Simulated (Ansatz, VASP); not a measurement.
**MgI2: VASP beside Ansatz**

File INCAR:

```
SYSTEM = MgI2
ALGO = Normal
EDIFF = 1E-7
ENCUT = 520
GGA = PE
ISIF = 2
ISMEAR = 0
LASPH = .TRUE.
LCHARG = .FALSE.
LREAL = .FALSE.
LWAVE = .FALSE.
NBANDS = 15
NELM = 80
PREC = Accurate
SIGMA = 0.05
```

File KPOINTS:

```
k-points
0
G
  6 6 4
  0 0 0
```

Contents of POSCAR:

```
MgI2
1.0
    4.0918639477      0.0000000000      0.0000000000
   -2.0459319739      3.5436581276      0.0000000000
    0.0000000000      0.0000000000      7.5975677033
Mg I
1 2
Direct
    0.0000000000      0.0000000000      0.0000000000
    0.3333333333      0.6666666667      0.7705052557
    0.6666666667      0.3333333333      0.2294947443
```

Input for Ansatz:

```yaml
crystal:
  lattice:
    - [4.0918639477, 0.0, 0.0]
    - [-2.0459319739, 3.5436581276, 0.0]
    - [0.0, 0.0, 7.5975677033]
  atoms:
    - { symbol: Mg, position: [0.0, 0.0, 0.0] }
    - { symbol: I, position: [0.3333333333, 0.6666666667, 0.7705052557] }
    - { symbol: I, position: [0.6666666667, 0.3333333333, 0.2294947443] }
basis:
  ecutwfc: 520.0
kpoints:
  mp_grid: { grid: [6, 6, 4] }
hamiltonian:
  xc: pbe
scf:
  occupations: { method: gaussian, width: 0.05 }
output:
  forces: true
  stress: true
  eigenvalues: true
```

Alike in both runs: task single point; functional PBE; k mesh 6 × 6 × 4; occupations gaussian, width 0.05 eV; no spin polarisation.

|  | VASP | Ansatz |
| --- | --- | --- |
| version | VASP 6.6.1 | Ansatz 0.2.0 |
| potentials or method | VASP PAW PBE potentials, release 64 (Mg, I) | scalar-relativistic, plane waves, PAW |
| plane-wave cutoff (eV) | 520 | 520 |
| valence electrons in the cell | 16 | 44 |

```csv
,VASP,Ansatz,Ansatz less VASP
gap on the k mesh at the Fermi level (eV),3.42,3.44,+0.017
least direct gap on the mesh (eV),3.63,3.64,+0.013
pressure (GPa),0.6,0.6,+0.05
largest component of the traceless stress (GPa),1.26,1.27,+0.004
rms of the force components (eV/Å),0.083,0.079,-0.0046
```

Atom by atom the forces differ by 0.005 eV/Å (rms over components). With one functional, cell and mesh, what is left measures potentials, basis and numerics. The two sets of potentials don't hold the same shells in valence.

Caveats: spin-orbit coupling is left out, which moves the levels of the heavy elements; this functional lacks dispersion, which binds the layers, so the pressure and a relaxed spacing across them are unreliable. A k mesh can miss the band edges.
